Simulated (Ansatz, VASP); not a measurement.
Two plane-wave programs on Te

```xyz
4
Lattice="4.3191 0.0000 0.0000 -2.1596 3.7405 0.0000 0.0000 0.0000 8.3029" Properties=species:S:1:pos:R:3 pbc="T T T"
Te    2.1596    3.7405    0.0000
Te    2.1596    3.7405    4.1515
Te    0.0000    2.4936    2.0757
Te    2.1596    1.2468    6.2272
```

Alike in both runs: functional RPBE; k mesh 11 × 11 × 3; occupations fermi-dirac, width 0.1 eV; no spin polarisation.

Ansatz relaxed the structure, and its values are those at the end. VASP's run is a single point on that final structure, the one shown.

```csv
,VASP,Ansatz
version,VASP 6.6.1,Ansatz 0.2.0
potentials or method,"VASP PAW PBE potentials, release 64 (Te)","plane waves (420 eV) with PAW, scalar-relativistic"
plane-wave cutoff (eV),520,420
valence electrons in the cell,24,64
```

Ansatz gave:

* pressure (GPa): 0.0

Q: What did VASP give for the same quantities?

A: Pressure (GPa): -0.1.

The functional is the same, so the differences come from potentials, cutoffs and numerics. The two sets of potentials don't hold the same shells in valence.

Caveats: the PAW data sets were made with another functional, which shifts forces and pressure a little (VASP). The runs have no spin-orbit coupling, so splittings on Te are missing.
